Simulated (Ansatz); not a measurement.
HfSiO4 on the sites of polar orthorhombic HfO2 (relaxed group P2_1): a relaxation of cell and atoms in the PAW code Ansatz (r2SCAN). The starting cell comes from a relaxation with PBE.

input.yaml:
```yaml
crystal:
  lattice:
    - [4.6447677991, 0.0, 0.1065989476]
    - [0.0, 5.1508172047, 0.0]
    - [0.1111719427, 0.0, 5.3448561883]
  atoms:
    - { symbol: Hf, position: [0.2221826126, 0.2228726531, 0.0916649079] }
    - { symbol: Si, position: [0.305269123, 0.7455244451, 0.4128762445] }
    - { symbol: Si, position: [0.694730877, 0.2455244451, 0.5871237555] }
    - { symbol: Hf, position: [0.7778173874, 0.7228726531, 0.9083350921] }
    - { symbol: O, position: [-0.0472142481, 0.318341554, 0.375486928] }
    - { symbol: O, position: [0.064253219, 0.8501344347, 0.1571830355] }
    - { symbol: O, position: [0.501144315, 0.5330612609, 0.6245038197] }
    - { symbol: O, position: [0.5400788039, 1.0560656521, 0.8289070551] }
    - { symbol: O, position: [0.498855685, 1.0330612609, 0.3754961803] }
    - { symbol: O, position: [0.4599211961, 0.5560656521, 0.1710929449] }
    - { symbol: O, position: [0.935746781, 0.3501344347, 0.8428169645] }
    - { symbol: O, position: [1.0472142481, 0.818341554, 0.624513072] }
kpoints:
  mp_grid: { grid: [6, 4, 4] }
hamiltonian:
  xc: r2scan
scf:
  occupations: { method: fermi_dirac, width: 0.02 }
relax:
  f_tol: 0.005
  cell: {}
```

It took 29 s on 1 × NVIDIA H100 80GB HBM3 with 2 threads of AMD EPYC 7R13 Processor (Zen 3), on a shared host, load about 0.7 per core; peak host memory 1.2 GiB.

Main lines of the log:
```
Pseudopotential: Hf, paw, valence charge 26, recommended cutoff 500 eV (meta_gga)
Pseudopotential: Si, paw, valence charge 4, recommended cutoff 500 eV (meta_gga)
Pseudopotential: O, paw, valence charge 6, recommended cutoff 500 eV (meta_gga)
Functional definition: r2SCAN
Crystal: 12 atoms, lattice volume = 127.811 Å³
Basis set: ecut = 500 eV, 3277 PW (Γ)
Bands: 66, of which v1, the nominal top of the filled ones, is band 54 counted from 1 (53 counted from 0)
Symmetry: 2 space group operations
Space group: P21 (ITA 4)
k-points: 42 of 96 (time reversal used)
preconditioner: auto → Resta (q_TF=auto, 2.653 Å⁻¹)  ε∞=4.4  [insulator: Δε(μ)=4.319 eV  σ=0.020 eV  ℏωp=33.5 eV]
relax step 1: F+E_penalty+E_count = -37309.82624162 eV  max|allowed force component| = 1.342e-1 eV/Å  Δτ_max = 0.0000 Å  P = -6.496 GPa  Ω = 127.811 Å³
relax step 2: F+E_penalty+E_count = -37309.88762326 eV  max|allowed force component| = 2.761e-1 eV/Å  Δτ_max = 0.0148 Å  P = -0.851 GPa  Ω = 124.655 Å³
relax step 3: F+E_penalty+E_count = -37309.89955924 eV  max|allowed force component| = 8.877e-2 eV/Å  Δτ_max = 0.0115 Å  P = -0.030 GPa  Ω = 124.239 Å³
relax step 4: F+E_penalty+E_count = -37309.90070569 eV  max|allowed force component| = 3.955e-2 eV/Å  Δτ_max = 0.0039 Å  P = +0.056 GPa  Ω = 124.155 Å³
relax step 5: F+E_penalty+E_count = -37309.90105956 eV  max|allowed force component| = 5.945e-2 eV/Å  Δτ_max = 0.0169 Å  P = +0.010 GPa  Ω = 123.899 Å³
relax step 6: F+E_penalty+E_count = -37309.90193881 eV  max|allowed force component| = 1.709e-2 eV/Å  Δτ_max = 0.0057 Å  P = +0.039 GPa  Ω = 123.941 Å³
relax step 7: F+E_penalty+E_count = -37309.90206709 eV  max|allowed force component| = 9.958e-3 eV/Å  Δτ_max = 0.0021 Å  P = +0.004 GPa  Ω = 123.916 Å³
relax step 8: F+E_penalty+E_count = -37309.90207719 eV  max|allowed force component| = 1.057e-2 eV/Å  Δτ_max = 0.0008 Å  P = +0.020 GPa  Ω = 123.910 Å³
relax step 9: F+E_penalty+E_count = -37309.90207366 eV  max|allowed force component| = 1.540e-3 eV/Å  Δτ_max = 0.0004 Å  P = -0.010 GPa  Ω = 123.929 Å³
relax step 10: F+E_penalty+E_count = -37309.89987982 eV  max|allowed force component| = 1.474e-3 eV/Å  Δτ_max = 0.0000 Å  P = +0.010 GPa  Ω = 123.929 Å³  (SCF on a basis re-selected at this cell)
Free energy (F): -37309.899880 eV
Fermi energy:    13.160820 eV
--- Forces (eV/Å), atoms counted from 1 ---
  atom   1  Hf      0.00034    -0.00054    -0.00032
  atom   2  Si      0.00147      0.00034    -0.00072
  atom   3  Si    -0.00147      0.00034      0.00072
  atom   4  Hf    -0.00034    -0.00054      0.00032
  atom   5  O       0.00091    -0.00018    -0.00084
  atom   6  O     -0.00016      0.00040      0.00003
  atom   7  O       0.00039      0.00009    -0.00044
  atom   8  O     -0.00044    -0.00011    -0.00032
  atom   9  O     -0.00039      0.00009      0.00044
  atom  10  O       0.00044    -0.00011      0.00032
  atom  11  O       0.00016      0.00040    -0.00003
  atom  12  O     -0.00091    -0.00018      0.00084
--- Stress (GPa, compression-positive) ---
        0.006308       0.000000      -0.002816
        0.000000       0.013638       0.000000
       -0.002812       0.000000       0.011100
  P = ⅓ Tr σ = 0.0103 GPa (0.103 kbar)
--- Relaxed structure (9 steps of the walk, 9 accepted, 1 SCFs on fresh bases) ---
  F+E_penalty+E_count = -37309.89987982 eV   max|allowed force component| = 1.474e-3 eV/Å
  cell:  # Å, volume = 123.9286 Å³
    - [4.599633, 0.000000, 0.099180]
    - [0.000000, 5.091815, 0.000000]
    - [0.102729, 0.000000, 5.293677]
  atoms:
    - { symbol: Hf, position: [0.223925, 0.221983, 0.089388] }
    - { symbol: Si, position: [0.303339, 0.744836, 0.414371] }
    - { symbol: Si, position: [0.696661, 0.244836, 0.585629] }
    - { symbol: Hf, position: [0.776075, 0.721983, 0.910612] }
    - { symbol: O, position: [-0.046923, 0.322340, 0.373110] }
    - { symbol: O, position: [0.063922, 0.848981, 0.160609] }
    - { symbol: O, position: [0.499429, 0.532245, 0.623966] }
    - { symbol: O, position: [0.540153, 1.055615, 0.828687] }
    - { symbol: O, position: [0.500571, 1.032245, 0.376034] }
    - { symbol: O, position: [0.459847, 0.555615, 0.171313] }
    - { symbol: O, position: [0.936078, 0.348981, 0.839391] }
    - { symbol: O, position: [1.046923, 0.822340, 0.626890] }
```

The walk took 9 steps, besides SCFs solved again on a fresh basis, and changed the volume by -3.0 %. The last SCF, on a fresh basis, lies 6.1 meV an atom below the first. At the end: it is monoclinic, P2_1 (No. 4); a = 4.601 Å, b = 5.092 Å, c = 5.295 Å, β = 92.3° in the conventional setting, 10.33 Å³ an atom. Around Hf lie 6 O at 1.98–2.24 Å; around Si lie 5 O at 1.64–1.85 Å; around O lie 1 Si at 1.64 Å and 1 Hf at 1.98 Å; around O lie 1 Si at 1.85 Å and 2 Hf at 2.02–2.07 Å; around O lie 2 Si at 1.73–1.82 Å and 1 Hf at 2.24 Å; around O lie 1 Si at 1.74 Å and 2 Hf at 2.07–2.14 Å.

No spin polarisation. The prototype was imposed, so other structures may be more stable.
